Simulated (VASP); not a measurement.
Wanted: the native input for a VASP 6.6.1 run.

```
Task                   : relaxation of cell and atoms
Functional             : PBE
Potentials or basis    : VASP PAW PBE potentials, release 64 (In_d, Al, As)
Cutoff                 : 600 eV
k mesh                 : 6 × 6 × 6
Occupations            : gaussian, width 0.03 eV
Spin                   : no spin polarisation
Further INCAR settings : ALGO = Normal; EDIFF = 1e-06; IBRION = 2; EDIFFG = -0.01; NSW = 90; ISIF = 3
```

The structure of Al7InAs8 lies in POSCAR:

```
Al7InAs8
1.0
    5.7077000000     -5.7077000000      0.0000000000
    5.7077000000      0.0000000000      5.7077000000
    0.0000000000     -5.7077000000      5.7077000000
In Al As
1 7 8
Direct
    0.5000000000      0.0000000000      0.0000000000
    0.5000000000      0.0000000000      0.5000000000
    0.5000000000      0.5000000000      0.0000000000
    0.5000000000      0.5000000000      0.5000000000
    0.0000000000      0.0000000000      0.0000000000
    0.0000000000      0.0000000000      0.5000000000
    0.0000000000      0.5000000000      0.0000000000
    0.0000000000      0.5000000000      0.5000000000
    0.3750000000      0.3750000000      0.8750000000
    0.3750000000      0.3750000000      0.3750000000
    0.3750000000      0.8750000000      0.8750000000
    0.3750000000      0.8750000000      0.3750000000
    0.8750000000      0.3750000000      0.8750000000
    0.8750000000      0.3750000000      0.3750000000
    0.8750000000      0.8750000000      0.8750000000
    0.8750000000      0.8750000000      0.3750000000
```

The cell was built by a generator and needn't be a form met in nature.

The input as run:

INCAR

```
SYSTEM = Al7InAs8
PREC     = Accurate       ! precision mode
ENCUT    = 600            ! plane-wave cutoff, eV
EDIFF    = 1E-6           ! SCF threshold, eV
ISMEAR   = 0              ! smearing method
SIGMA    = 0.03           ! smearing width, eV
LREAL    = .FALSE.        ! projectors in reciprocal space
LASPH    = .TRUE.         ! aspherical terms in the spheres
NELM     = 80             ! most SCF steps
ALGO     = Normal         ! electronic algorithm
ISIF     = 3              ! what is computed and relaxed
LWAVE    = .FALSE.        ! write WAVECAR
LCHARG   = .FALSE.        ! write CHGCAR
GGA      = PE             ! functional
IBRION   = 2              ! ionic algorithm
NSW      = 90             ! ionic steps
EDIFFG   = -0.01          ! ionic threshold
KPAR     = 4
```

KPOINTS

```
Automatic mesh
0
G
  6 6 6
  0 0 0
```

Potentials or basis: VASP PAW PBE potentials, release 64 (In_d, Al, As).

Command:

```sh
$ cat potpaw_PBE.64/In_d/POTCAR potpaw_PBE.64/Al/POTCAR potpaw_PBE.64/As/POTCAR > POTCAR
$ mpirun -np 4 vasp_std > vasp.out
```

It gave:

```json
{
  "Relaxed volume": "24.23 Å³/atom",
  "Relaxed cell": "a = 8.184 Å, b = 8.184 Å, c = 8.184 Å, α = 60.00°, β = 60.00°, γ = 60.00°",
  "Space group after relaxing (to 0.05 Å)": "F-43m (No. 216)",
  "Energy gained by relaxing": "30.2 meV/atom",
  "Ionic steps": "8",
  "Pressure after relaxing": "0.0 GPa",
  "Band gap on the k mesh": "1.40 eV, direct"
}
```

Caveat: spin-orbit coupling is left out, which moves the levels of the heavy elements.

Run time: 6.7 min on 4 MPI ranks on AMD EPYC 9R45 96-Core Processor (Zen 5), with other jobs on the host, peak memory 0.84 GiB a rank.
